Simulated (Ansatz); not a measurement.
# Ga3Se: the cost of one run

Computed with Ansatz 0.2.0 (DFT PBE, scalar-relativistic, plane waves, PAW, unless a step's input says otherwise).

## (1) Starting point

It takes space group Pm-3m (No. 221, cubic). Conventional cell: a = 4.432 Å, b = 4.432 Å, c = 4.432 Å, α = 90.00°, β = 90.00°, γ = 90.00°. Around Ga (site symmetry 4/mmm) lie 8 Ga at 3.13 Å and 4 Se at 3.13 Å. Around Se (site symmetry m-3m) lie 12 Ga at 3.13 Å.

Coordinates:

```
Ga Se
1.0
     4.43246    0.00000    0.00000
     0.00000    4.43246    0.00000
     0.00000    0.00000    4.43246
Ga Se
3 1
Direct
  0.00000 0.50000 0.50000
  0.50000 0.00000 0.50000
  0.50000 0.50000 0.00000
  0.00000 0.00000 0.00000
```

The structure comes from the Materials Project (structure only).

## (2) A change within the space group

What differs from the listed cell: strain xx, yy, zz, yz, xz, xy = +3.8, +3.8, +3.8, +0.0, +0.0, +0.0 %.

Input file input.yaml:

```yaml
crystal:
  lattice:
    - [4.599258658, 0.0, 0.0]
    - [0.0, 4.599258658, 0.0]
    - [0.0, 0.0, 4.599258658]
  atoms:
    - { symbol: Ga, position: [0.0, 0.5, 0.5] }
    - { symbol: Ga, position: [0.5, 0.0, 0.5] }
    - { symbol: Ga, position: [0.5, 0.5, 0.0] }
    - { symbol: Se, position: [0.0, 0.0, 0.0] }
basis:
  ecutwfc: 420
kpoints:
  mp_grid: { grid: [10, 10, 10] }
hamiltonian:
  xc: pbe
scf:
  occupations: { method: gaussian, width: 0.1 }
output:
  forces: true
  stress: true
  eigenvalues: true
```

What time and memory should one allow on 1 thread of an Arm CPU, shared host?

About 16 s, with a peak of 0.42 GiB.
